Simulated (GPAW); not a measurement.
Wanted: an ASE script for a GPAW 26.7.0 run.

| Item | Value |
| --- | --- |
| Task | single point |
| Functional | PBE |
| Potentials or basis | GPAW PAW data sets (gpaw-data 1.2.1) |
| Cutoff | 800 eV |
| Basis | pw |
| k mesh | 8 × 8 × 8 |
| Occupations | gaussian, width 0.021 eV |
| Spin | no spin polarisation |
| Maxiter | 150 |

The structure of BeTe lies in BeTe.xyz:

```xyz
2
Lattice="0.0000000000 2.7700000000 2.7700000000 2.7700000000 0.0000000000 2.7700000000 2.7700000000 2.7700000000 0.0000000000" Properties=species:S:1:pos:R:3 pbc="T T T"
Te     4.1550000000      4.1550000000      4.1550000000
Be     0.0000000000      0.0000000000      0.0000000000
```

The input as run:

run.py

```python
from ase.dft.bandgap import bandgap
from ase.io import read, write
from ase.units import GPa
from gpaw import GPAW, PW

atoms = read('BeTe.xyz')

calc = GPAW(mode=PW(800),
            xc='PBE',
            kpts={'size': (8, 8, 8), 'gamma': True},
            occupations={'name': 'methfessel-paxton', 'order': 0, 'width': 0.020999999999999998},
            nbands=11,
            convergence={'density': 1e-05, 'energy': 1e-05},
            maxiter=150,
            txt='gpaw.txt')
atoms.calc = calc
energy = atoms.get_potential_energy()
forces = atoms.get_forces()
stress = atoms.get_stress()
calc.write('gs.gpw')
write('result.traj', atoms)
print(f'Energy: {energy:.6f} eV')
print('Forces (eV/A):')
print(forces.round(4))
print('Stress (GPa):', (stress / GPa).round(3))
print('Fermi level:', round(calc.get_fermi_level(), 4), 'eV')
print(f'Gap: {bandgap(calc)[0]:.4f} eV, direct: {bandgap(calc, direct=True)[0]:.4f} eV')
```

Potentials or basis: GPAW PAW data sets (gpaw-data 1.2.1), pw.

The run is started by

```console
$ OMP_NUM_THREADS=1 python run.py
```

It gave:

The pressure is 4.4 GPa and the band gap on the k mesh is 1.86 eV, indirect (least direct gap 3.58 eV).

Caveat: spin-orbit coupling is left out, which moves the levels of the heavy elements.

Run time: 25 s on 1 thread of AMD EPYC 7571, with other jobs on the host, peak memory 0.17 GiB.
